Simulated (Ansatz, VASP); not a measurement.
**One calculation of Ru, two programs**

The input INCAR:

```
  PREC = Accurate
  ENCUT = 520
  EDIFF = 1E-6
  ISMEAR = 0
  SIGMA = 0.1
  LREAL = False
  LASPH = True
  NELM = 100
  ALGO = Normal
  ISIF = 2
  LWAVE = False
  LCHARG = True
  GGA = PE
  LELF = True
  LVHAR = True
  NBANDS = 28
```

File KPOINTS:

```
regular mesh
0
Gamma
  6 6 6
```

The input POSCAR:

```
Ru
1.0
   -2.4848425200      2.4848425200      2.4848425200
    2.4848425200     -2.4848425200      2.4848425200
    2.4848425200      2.4848425200     -2.4848425200
Ru
3
Direct
    0.0000000000      0.5000000000      0.5000000000
    0.5000000000      0.0000000000      0.5000000000
    0.5000000000      0.5000000000      0.0000000000
```

Input for Ansatz:

```yaml
crystal:
  lattice:
    - [-2.48484252, 2.48484252, 2.48484252]
    - [2.48484252, -2.48484252, 2.48484252]
    - [2.48484252, 2.48484252, -2.48484252]
  atoms:
    - { symbol: Ru, position: [0.0, 0.5, 0.5] }
    - { symbol: Ru, position: [0.5, 0.0, 0.5] }
    - { symbol: Ru, position: [0.5, 0.5, 0.0] }
basis:
  ecutwfc: 420
kpoints:
  mp_grid: { grid: [6, 6, 6] }
hamiltonian:
  xc: pbe
scf:
  occupations: { method: gaussian, width: 0.1 }
  lower_state_search: "off"
output:
  forces: true
  stress: true
  eigenvalues: true
```

Alike in both runs: task single point; functional PBE; k mesh 6 × 6 × 6; occupations gaussian, width 0.1 eV; no spin polarisation.

```csv
,VASP,Ansatz
version,VASP 6.6.1,Ansatz 0.2.0
potentials or method,"VASP PAW PBE potentials, release 64 (Ru_pv)","scalar-relativistic, plane waves, PAW"
plane-wave cutoff (eV),520,420
valence electrons in the cell,42,48
```

|  | VASP | Ansatz | Ansatz less VASP |
| --- | --- | --- | --- |
| gap on the k mesh at the Fermi level (eV) | none | none | - |
| pressure (GPa) | -15.8 | -15.8 | -0.03 |

A gap of «none» marks a metal or a gap that the smearing closes. With one functional, cell and mesh, what is left measures potentials, basis and numerics. The two sets of potentials don't hold the same shells in valence.

Caveats: so large a pressure means that the cell lies far from this level's equilibrium, or that cutoff or potentials fall short (VASP).
